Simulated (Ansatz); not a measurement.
# Carriers in KBr (Fm-3m)

```yaml
crystal:
  lattice:
    - [0.00000, 3.27453, 3.27453]
    - [3.27453, 0.00000, 3.27453]
    - [3.27453, 3.27453, 0.00000]
  atoms:
    - { symbol: K, position: [0.00000, 0.00000, 0.00000] }
    - { symbol: Br, position: [0.50000, 0.50000, 0.50000] }
```

Conventional cell: a = 6.549 Å, b = 6.549 Å, c = 6.549 Å, α = 90.00°, β = 90.00°, γ = 90.00°. K (atom 1) has 6 Br at 3.27 Å as nearest neighbours. Br (atom 2) has 6 K at 3.27 Å as nearest neighbours.

Computed, not measured; unless marked otherwise by PBEsol, all-electron LAPW in Ansatz 0.2.0, with spin-orbit coupling. k mesh 6×6×6, fixed occupations, basis error target 1 meV/atom. The cell was relaxed by PAW under this functional.

Extrema are searched on a 8×8×8 mesh and refined by Newton steps; masses come from band slopes 0.005 Å⁻¹ away, 1/m* = (1/ħ²) d²E/dk², negative for holes (the finite step makes the lightest masses up to about 3 % heavy). k is in units of the reciprocal vectors.

Question: Where are the band edges, and is the gap direct?

Answer: The valence maximum lies at Gamma (0.000, 0.000, 0.000) and the conduction minimum at Gamma (0.000, 0.000, 0.000), so the Kohn-Sham gap of 4.176 eV is direct.

Question: What are the electron masses at the edge?

Answer: The principal masses are 0.368, 0.368, 0.368 mₑ. One valley has a density-of-states mass (m₁m₂m₃)^(1/3) = 0.368; the direction-averaged conductivity mass 3/Σ(1/mᵢ) is 0.368 mₑ.

Question: Several bands lie at or near the hole edge, or its surface isn't an ellipsoid. What are the masses by direction?

Answer: 

```json
{"direction": "100", "branch from the edge (spin pairs averaged)": "1", "its level at the point (eV from the edge)": "0.000", "m*/mₑ": "-3.44"}
{"direction": "100", "branch from the edge (spin pairs averaged)": "2", "its level at the point (eV from the edge)": "0.000", "m*/mₑ": "-0.716"}
{"direction": "100", "branch from the edge (spin pairs averaged)": "3", "its level at the point (eV from the edge)": "-0.502", "m*/mₑ": "-1.39"}
{"direction": "110", "branch from the edge (spin pairs averaged)": "1", "its level at the point (eV from the edge)": "0.000", "m*/mₑ": "-2.77"}
{"direction": "110", "branch from the edge (spin pairs averaged)": "2", "its level at the point (eV from the edge)": "0.000", "m*/mₑ": "-0.754"}
{"direction": "110", "branch from the edge (spin pairs averaged)": "3", "its level at the point (eV from the edge)": "-0.502", "m*/mₑ": "-1.39"}
{"direction": "111", "branch from the edge (spin pairs averaged)": "1", "its level at the point (eV from the edge)": "0.000", "m*/mₑ": "-2.59"}
{"direction": "111", "branch from the edge (spin pairs averaged)": "2", "its level at the point (eV from the edge)": "0.000", "m*/mₑ": "-0.768"}
{"direction": "111", "branch from the edge (spin pairs averaged)": "3", "its level at the point (eV from the edge)": "-0.502", "m*/mₑ": "-1.39"}
{"direction": "11-2", "branch from the edge (spin pairs averaged)": "1", "its level at the point (eV from the edge)": "0.000", "m*/mₑ": "-2.77"}
{"direction": "11-2", "branch from the edge (spin pairs averaged)": "2", "its level at the point (eV from the edge)": "0.000", "m*/mₑ": "-0.754"}
{"direction": "11-2", "branch from the edge (spin pairs averaged)": "3", "its level at the point (eV from the edge)": "-0.502", "m*/mₑ": "-1.39"}
```

Question: What electronic dielectric constant and refractive index follow from the same bands (independent particles)?

Answer: ε∞ = (2.91, 2.91, 2.91), so n ≈ √ε∞ = 1.70 (mean over directions) well under the gap and the normal reflectivity is ((n − 1)/(n + 1))² = 0.068. Local fields, left out here, lower ε∞ by several per cent.

Question: What gap does PAW give in the same cell?

Answer: 4.176 eV, 0 meV from the LAPW value.

Question: What does spin-orbit coupling change?

Answer: The gap goes from 4.339 to 4.176 eV. The valence levels at the maximum lie at 0.000, 0.000, -0.502 eV (pairs).

Question: Cells strained by ±0.5 % (all lengths, zz alone, equal engineering shears γ in yz, zx, xy; ions relaxed) give deformation potentials. How do the edge levels move, in eV per unit strain against the centre of the top valence set?

Answer: 

```
point                  k        side  bands  level (eV)  d/dlnV  d/dε_zz   d/dγ  split/ε_zz  split/γ
Gamma     0.00 0.00 0.00     valence      4       0.000    0.00     0.00  0.00*        0.40     2.32
Gamma     0.00 0.00 0.00  conduction      2       4.176   -2.48    -2.48  0.00*           –        –
    X   -0.50 0.00 -0.50     valence      2      -0.310    0.36    -0.15  0.00*           –        –
    X   -0.50 0.00 -0.50  conduction      2       5.557    1.42     1.02  0.00*           –        –
    X   -0.50 -0.50 0.00     valence      2      -0.310    0.36     1.39  0.00*           –        –
    X   -0.50 -0.50 0.00  conduction      2       5.557    1.42     2.22  0.00*           –        –
    L    -0.50 0.00 0.00     valence      2      -0.375    0.91     0.91  -0.86           –        –
    L    -0.50 0.00 0.00  conduction      2       6.321   -1.91    -1.91  -0.13           –        –
    L  -0.50 -0.50 -0.50     valence      2      -0.375    0.91     0.91   2.58           –        –
    L  -0.50 -0.50 -0.50  conduction      2       6.321   -1.91    -1.91   0.38           –        –
```

The quartet at Γ splits by 2|b|ε_zz and by 2√3|d|(γ/2), so |b| = 0.20 eV and |d| = 1.34 eV.

Sets with another level within 0.15 eV are left out, since it mixes in under strain; the reference set stays in any case. Entries marked * vanish by symmetry to first order; what they show is the residue of the finite step. These cells use a basis error target of 0.5 meV/atom.

Limits of these numbers: semilocal gaps are low, and what follows the gap (onsets, screening, light masses) shifts with it; the frozen-core PAW files of the compared runs were fitted under PBE, their cores solved anew for this functional.
